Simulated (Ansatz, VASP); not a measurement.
**BN in VASP and in Ansatz**

File INCAR:

```
SYSTEM = BN
  PREC = Accurate
  ENCUT = 520
  EDIFF = 1E-6
  ISMEAR = -1
  SIGMA = 0.03
  LREAL = .FALSE.
  LASPH = .TRUE.
  NELM = 60
  ALGO = Normal
  ISIF = 2
  LWAVE = .FALSE.
  LCHARG = .FALSE.
  GGA = PE
  NBANDS = 11
```

The input KPOINTS:

```
Automatic mesh
0
G
  13 13 13
  0 0 0
```

File POSCAR:

```
BN
1.0
    0.0000000000      1.8194705475      1.8194705475
    1.8194705475      0.0000000000      1.8194705475
    1.8194705475      1.8194705475      0.0000000000
B N
1 1
Direct
    0.0000000000      0.0000000000      0.0000000000
    0.7500000000      0.7500000000      0.7500000000
```

Input for Ansatz:

```yaml
crystal:
  lattice:
    - [0.0, 1.8194705475, 1.8194705475]
    - [1.8194705475, 0.0, 1.8194705475]
    - [1.8194705475, 1.8194705475, 0.0]
  atoms:
    - { symbol: B, position: [0.0, 0.0, 0.0] }
    - { symbol: "N", position: [0.75, 0.75, 0.75] }
kpoints:
  mp_grid: { grid: [13, 13, 13] }
scf:
  occupations: { method: fermi_dirac, width: 0.03 }
hamiltonian:
  xc: pbe
  pseudopotentials: { kind: all_electron, lapw: { basis_error: 0.001 } }
output:
  forces: true
  stress: true
  eigenvalues: true
```

Change from the starting cell: volume scaled by 1.02.

Alike in both runs: task single point; functional PBE; k mesh 13 × 13 × 13; occupations fermi-dirac, width 0.03 eV; no spin polarisation.

```csv
,VASP,Ansatz
version,VASP 6.6.1,Ansatz 0.2.0
potentials or method,"VASP PAW PBE potentials, release 64 (B, N)","all-electron LAPW, scalar-relativistic"
plane-wave cutoff (eV),520,see its input
```

|  | VASP | Ansatz | Ansatz less VASP |
| --- | --- | --- | --- |
| gap on the k mesh at the Fermi level (eV) | 4.51 | 4.52 | +0.008 |
| pressure (GPa) | -4.1 | -4.3 | -0.22 |

Ansatz ran all-electron here, so the differences hold the error of VASP's frozen core and of both bases.

Caveats: an odd mesh through Γ misses points on the zone boundary, where band edges often lie.
